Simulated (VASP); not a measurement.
# Ho (Im-3m) in VASP: settings compared

The runs below take Ho through single point, atomic charges, relaxation of the atoms, with PBE, vdW-DF2, optB88-vdW.

Program: VASP 6.6.1. These are calculated values, not measurements. Logs are shortened: lines on timing, memory, paths and dates and some standing lists are left out, and cuts for length are marked.

**1. The structure**

It takes space group Im-3m (No. 229, cubic). Conventional cell: a = 3.981 Å, b = 3.981 Å, c = 3.981 Å, α = 90.00°, β = 90.00°, γ = 90.00°. Ho (site symmetry m-3m) has 8 Ho at 3.45 Å as nearest neighbours.

This isn't the form of Ho at room conditions, which is hcp.

**2. Single point, PBE, collinear spin, ferromagnetic start**

INCAR reads:

```
ALGO = Normal
EDIFF = 1E-6
ENCUT = 500
GGA = PE
ISIF = 2
ISMEAR = 0
ISPIN = 2
LASPH = True
LCHARG = False
LMAXMIX = 6
LORBIT = 11
LREAL = False
LWAVE = False
MAGMOM = 4
NBANDS = 20
NELM = 100
PREC = Accurate
SIGMA = 0.1
```

KPOINTS reads:

```
k-points
0
Gamma
  9 9 9
```

POSCAR reads:

```
Ho
1.0
   -1.9905175072      1.9905175072      1.9905175072
    1.9905175072     -1.9905175072      1.9905175072
    1.9905175072      1.9905175072     -1.9905175072
Ho
1
Cartesian
    0.0000000000      0.0000000000      0.0000000000
```

Potentials or basis: VASP PAW PBE potentials, release 64 (Ho).

Launch:

```console
$ cat potpaw_PBE.64/Ho/POTCAR > POTCAR
$ mpirun -np 1 vasp_std > vasp.out
```

OUTCAR:

```text
EDIFF = 1E-6
   ENCUT = 500
   GGA = PE
   ISIF = 2
   ISMEAR = 0
   ISPIN = 2
   LASPH = True
   LORBIT = 11
   LREAL = False
   NELM = 100
   PREC = Accurate

 ion  position               nearest neighbor table
   1  0.000  0.000  0.000-

  LATTYP: Found a body centered cubic cell.
 ALAT       =     3.9810350144

  Lattice vectors:

 A1 = (  -1.9905175072,   1.9905175072,   1.9905175072)
 A2 = (   1.9905175072,  -1.9905175072,   1.9905175072)
 A3 = (   1.9905175072,   1.9905175072,  -1.9905175072)

Analysis of symmetry for initial positions (statically):
=====================================================================
 Subroutine PRICEL returns:
 Original cell was already a primitive cell.

 Routine SETGRP: Setting up the symmetry group for a
 body centered cubic supercell.

 Subroutine GETGRP returns: Found 48 space group operations
 (whereof 48 operations were pure point group operations)
 out of a pool of 48 trial point group operations.

The static configuration has the point symmetry O_h .

Analysis of symmetry for dynamics (positions and initial velocities):
=====================================================================
 Subroutine PRICEL returns:
 Original cell was already a primitive cell.

 Routine SETGRP: Setting up the symmetry group for a
 body centered cubic supercell.

 Subroutine GETGRP returns: Found 48 space group operations
 (whereof 48 operations were pure point group operations)
 out of a pool of 48 trial point group operations.

The dynamic configuration has the point symmetry O_h .

Analysis of structural, dynamic, and magnetic symmetry:
=====================================================================
 Subroutine PRICEL returns:
 Original cell was already a primitive cell.

 Routine SETGRP: Setting up the symmetry group for a
 body centered cubic supercell.

 Subroutine GETGRP returns: Found 48 space group operations
 (whereof 48 operations were pure point group operations)
 out of a pool of 48 trial point group operations.

The overall configuration has the point symmetry O_h .

 Subroutine INISYM returns: Found 48 space group operations
 (whereof 48 operations are pure point group operations),
 and found     1 'primitive' translations

----------------------------------------------------------------------------------------

                                     Primitive cell

  volume of cell :      31.5470

  direct lattice vectors                    reciprocal lattice vectors
    -1.990517507  1.990517507  1.990517507     0.000000000  0.251190958  0.251190958
     1.990517507 -1.990517507  1.990517507     0.251190958  0.000000000  0.251190958
     1.990517507  1.990517507 -1.990517507     0.251190958  0.251190958  0.000000000

  length of vectors
     3.447677456  3.447677456  3.447677456     0.355237660  0.355237660  0.355237660

  position of ions in fractional coordinates (direct lattice)
     0.000000000  0.000000000  0.000000000

  ion indices of the primitive-cell ions
   primitive index   ion index
                 1           1

----------------------------------------------------------------------------------------

 KPOINTS: k-points

Automatic generation of k-mesh.
 Grid dimensions read from file:
 generate k-points for:    9    9    9

 Generating k-lattice:

  Cartesian coordinates                     Fractional coordinates (reciprocal lattice)
     0.000000000  0.027910106  0.027910106     0.111111111  0.000000000  0.000000000
     0.027910106  0.000000000  0.027910106     0.000000000  0.111111111  0.000000000
     0.027910106  0.027910106  0.000000000     0.000000000  0.000000000  0.111111111

  Length of vectors
     0.039470851  0.039470851  0.039470851

  Shift w.r.t. Gamma in fractional coordinates (k-lattice)
     0.000000000  0.000000000  0.000000000

 Subroutine IBZKPT returns following result:
 ===========================================

 Found     35 irreducible k-points:

 Following reciprocal coordinates:
            Coordinates               Weight
  0.000000  0.000000  0.000000      1.000000
  0.111111  0.000000  0.000000     12.000000
  0.222222  0.000000  0.000000     12.000000
  0.333333  0.000000  0.000000     12.000000
  0.444444  0.000000  0.000000     12.000000
  0.111111  0.111111  0.000000     24.000000
[... 16 lines left out ...]
 -0.333333  0.444444  0.111111     48.000000
 -0.444444 -0.444444  0.111111     24.000000
 [... further k-points ...]
   k-points           NKPTS =     35   k-points in BZ     NKDIM =     35   number of bands    NBANDS=     20
   number of dos      NEDOS =    301   number of ions     NIONS =      1
   total plane-waves  NPLWV =  21952
   dimension x,y,z NGX =    28 NGY =   28 NGZ =   28
   dimension x,y,z NGXF=    56 NGYF=   56 NGZF=   56
   ions per type =               1
   NGX,Y,Z   is equivalent  to a cutoff of  13.50, 13.50, 13.50 a.u.
   NGXF,Y,Z  is equivalent  to a cutoff of  27.00, 27.00, 27.00 a.u.
 SYSTEM =  unknown system
   PREC   = accura    normal or accurate (medium, high low for compatibility)
   ISTART =      0    job   : 0-new  1-cont  2-samecut
   ICHARG =      2    charge: 1-file 2-atom 10-const
   ISPIN  =      2    spin polarized calculation?
   LNONCOLLINEAR =      F non collinear calculations
   LSORBIT =      F    spin-orbit coupling
   LASPH  =      T    aspherical Exc in radial PAW
   ENCUT  =  500.0 eV  36.75 Ry    6.06 a.u.   6.29  6.29  6.29*2*pi/ulx,y,z
   NELM   =    100;   NELMIN=  2; NELMDL= -5     # of ELM steps
   EDIFF  = 0.1E-05   stopping-criterion for ELM
   LREAL  =      F    real-space projection
   EDIFFG = 0.1E-04   stopping-criterion for IOM
   NSW    =      0    number of steps for IOM
   IBRION =     -1    ionic relax: 0-MD 1-quasi-New 2-CG
   NFREE  =      0    steps in history (QN), initial steepest desc. (CG)
   ISIF   =      2    stress and relaxation
   ISYM   =      2    0-nonsym 1-usesym 2-fastsym
   POTIM  = 0.5000    time-step for ionic-motion
   TEBEG  =    0.0;   TEEND  =   0.0 temperature during run
   PSTRESS=    0.0 pullay stress
   NELECT =      21.0000    total number of electrons
   NUPDOWN=      -1.0000    fix difference up-down
   EMIN   =  10.00;   EMAX   =-10.00  energy-range for DOS
   EFERMI =   0.00;   METHOD = LEGACY
   ISMEAR =     0;   SIGMA  =   0.10  broadening in eV -4-tet -1-fermi 0-gaus
   EFERMI_NEDOS =   21; number of points for ismear=-14 and -15
   IALGO  =     38    algorithm
   IMIX   =      4    mixing-type and parameters
     AMIX     =   0.40;   BMIX     =  1.00
     AMIX_MAG =   1.60;   BMIX_MAG =  1.00
  volume/ion in A,a.u.               =      31.55       212.89
  Fermi-wavevector in a.u.,A,eV,Ry     =   1.429427  2.701225 27.800255  2.043261
  Thomas-Fermi vector in A             =   2.549382
   LORBIT       =     11    0 simple, 1 ext, 2 COOP (PROOUT), +10 PAW based schemes
   GGA     = PE    functional components
   LHFCALC =     F    Hartree Fock is set to
   AEXX    =    0.0000 exact exchange contribution
   IVDW    =     0    specifies the selected vdW correction
   LEPSILON=     F    determine dielectric tensor
   LRPA    =     F    only Hartree local field effects (RPA)
 spin polarized calculation
 Gauss-broadening in eV      SIGMA  =   0.10
  energy-cutoff  :      500.00
  volume of cell :       31.55
 maximum number of plane-waves:       814
 NGX is ok and might be reduce to    28

 number of electron      20.9999996 magnetization       3.6313476

 Free energy of the ion-electron system (eV)
  ---------------------------------------------------
  ext. energy  EPLUGINS =         0.00000000
  ---------------------------------------------------
  free energy    TOTEN  =        -6.40648155 eV

  energy without entropy =       -6.35428936  energy(sigma->0) =       -6.38038545

 E-fermi :   2.7762     XC(G=0): -10.0937

 val. band max:        2.7743851260   @ k =  -0.4444  -0.4444   0.1111
 cond. band min:       2.7846862837   @ k =   0.3333   0.2222   0.1111
 fundamental gap:      0.0103011577
 Fermi energy:         2.7762106902

 spin component 1

 k-point     1 :       0.0000    0.0000    0.0000
  band No.  band energies     occupation
      1     -45.7559      1.00000
      2     -20.4088      1.00000
      3     -20.4088      1.00000
      4     -20.4088      1.00000
      5      -2.6462      1.00000
      6      -0.5811      1.00000
[... 12 lines left out ...]
     19      13.7624      0.00000
     20      13.7624      0.00000

 k-point     2 :       0.1111    0.0000    0.0000
  band No.  band energies     occupation
      1     -45.7498      1.00000
      2     -20.4890      1.00000
      3     -20.4336      1.00000
      4     -20.4092      1.00000
      5      -2.2918      1.00000
      6      -0.5972      1.00000
[... 498 lines left out ...]
 k-point    24 :      -0.4444   -0.4444    0.1111
  band No.  band energies     occupation
      1     -45.6942      1.00000
      2     -20.9861      1.00000
      3     -20.7140      1.00000
      4     -20.5115      1.00000
      5      -0.7140      1.00000
      6      -0.5953      1.00000
[... 12 lines left out ...]
     19      13.3472      0.00000
     20      14.5607      0.00000

 [... further k-points ...]

 spin component 2

 k-point     1 :       0.0000    0.0000    0.0000
  band No.  band energies     occupation
      1     -44.1693      1.00000
      2     -19.2524      1.00000
      3     -19.2524      1.00000
      4     -19.2524      1.00000
      5      -2.4140      1.00000
      6       1.7865      1.00000
[... 12 lines left out ...]
     19      13.9192      0.00000
     20      13.9193      0.00000

 k-point     2 :       0.1111    0.0000    0.0000
  band No.  band energies     occupation
      1     -44.1624      1.00000
      2     -19.3425      1.00000
      3     -19.2797      1.00000
      4     -19.2530      1.00000
      5      -2.0509      1.00000
      6       1.7870      1.00000
[... 498 lines left out ...]
 k-point    24 :      -0.4444   -0.4444    0.1111
  band No.  band energies     occupation
      1     -44.0995      1.00000
      2     -19.8941      1.00000
      3     -19.5896      1.00000
      4     -19.3659      1.00000
      5       1.5182      1.00000
      6       1.9043      1.00000
[... 12 lines left out ...]
     19      13.8446      0.00000
     20      14.9439      0.00000

 [... further k-points ...]

------------------------ aborting loop because EDIFF is reached ----------------------------------------

  FORCE on cell =-STRESS in cart. coord.  units (eV):
  Direction    XX          YY          ZZ          XY          YZ          ZX
  --------------------------------------------------------------------------------------
  -------------------------------------------------------------------------------------
  Total        0.4379371      0.4379371      0.4379371     -0.0000000     -0.0000000      0.0000000
  in kB       22.2415126     22.2415126     22.2415126     -0.0000000     -0.0000000      0.0000000
  external PRESSURE =      22.2415126 kB  Pullay stress =       0.0000000 kB

 VOLUME and BASIS-vectors are now :
 -----------------------------------------------------------------------------
  energy-cutoff  :      500.00
  volume of cell :       31.55
      direct lattice vectors                 reciprocal lattice vectors
    -1.990517507  1.990517507  1.990517507     0.000000000  0.251190958  0.251190958
     1.990517507 -1.990517507  1.990517507     0.251190958  0.000000000  0.251190958
     1.990517507  1.990517507 -1.990517507     0.251190958  0.251190958  0.000000000

 POSITION                                       TOTAL-FORCE (eV/Angst)
 -----------------------------------------------------------------------------------
      0.00000      0.00000      0.00000         0.000000     -0.000000      0.000000
 -----------------------------------------------------------------------------------
    total drift:                               -0.000000     -0.000000     -0.000000

  FREE ENERGIE OF THE ION-ELECTRON SYSTEM (eV)
  ---------------------------------------------------
  free  energy   TOTEN  =        -6.4064815500 eV

  energy  without entropy=       -6.3542893599  energy(sigma->0) =       -6.38038545

 total charge

# of ion       s       p       d       f       tot
--------------------------------------------------
    1        2.123   5.709   0.417  10.298  18.547

 magnetization (x)

# of ion       s       p       d       f       tot
--------------------------------------------------
    1        0.004  -0.021   0.041   3.494   3.518
```

Wall time 57 s (1 thread of Intel Xeon 6975P-C (Granite Rapids), shared host); peak memory 0.2 GiB.

What came out:

* Free energy: -6.4065 eV
* Pressure: 2.2 GPa
* Band gap on the k mesh: none (metal or under the smearing width)
* Net moment: 3.63 μB per cell
* Site moments: Ho +3.52 μB
* Valence electrons inside the program's atomic spheres: Ho 18.55

Levels at points of the mesh, in eV from the Fermi level:
Spin up:
```tsv
k point	band 10	band 11	band 12	band 13	band 14	band 15
(0.00, 0.00, 0.00)	-2.66	-2.66	-2.66	2.07	2.07	2.07
```
Spin down:
| k point | band 5 | band 6 | band 7 | band 8 | band 9 | band 10 | band 11 | band 12 |
| --- | --- | --- | --- | --- | --- | --- | --- | --- |
| (0.00, 0.00, 0.00) | -5.19 | -0.99 | -0.99 | -0.99 | 0.17 | 0.17 | 0.18 | 0.73 |

Caveat: the magnetic or orbital state may not be the lowest; spin-orbit coupling is left out, which moves the levels of the heavy elements.

**3. Atomic charges, vdW-DF2, collinear spin, antiferromagnetic start**

This run uses another cell than the first one: it holds 2 atoms, not 1.

INCAR reads:

```
AGGAC = 0.0
ALGO = Normal
EDIFF = 1E-6
ENCUT = 520
GGA = ML
ISIF = 2
ISMEAR = 0
ISPIN = 2
LASPH = T
LCHARG = F
LMAXMIX = 6
LORBIT = 10
LREAL = F
LUSE_VDW = T
LWAVE = F
MAGMOM = 4 -4
NELM = 150
NUPDOWN = 0
PREC = Accurate
SIGMA = 0.01
ZAB_VDW = -1.8867
```

KPOINTS reads:

```
k-points
0
Gamma
  7 7 7
```

POSCAR reads:

```
Ho
1.0
    3.9810350144      0.0000000000      0.0000000000
    0.0000000000      3.9810350144      0.0000000000
    0.0000000000      0.0000000000      3.9810350144
Ho
2
Direct
    0.0000000000      0.0000000000      0.0000000000
    0.5000000000      0.5000000000      0.5000000000
```

Potentials or basis: VASP PAW PBE potentials, release 64 (Ho_3), 4f in core.

Launch:

```console
$ cat potpaw_PBE.64/Ho_3/POTCAR > POTCAR
$ mpirun -np 1 vasp_std > vasp.out
```

Run time: 38 s. Hardware: 1 thread of Intel Xeon 6975P-C (Granite Rapids), shared host; peak memory 0.38 GiB.

Results (log left out):

```
Free energy                                           : -2.5088 eV
Pressure                                              : 1.5 GPa
Net moment                                            : 0.00 μB per cell
Valence electrons inside the program's atomic spheres : Ho 8.02
```

Caveat: the magnetic or orbital state may not be the lowest; the PAW data sets were made with another functional, which shifts forces and pressure a little; spin-orbit coupling is left out, which moves the levels of the heavy elements; the 4f electrons are frozen in the core as for a trivalent ion, so they carry no moment and show no levels; the total moment is fixed, so each spin has its own Fermi level.

(Continued in part 2 of 2.)
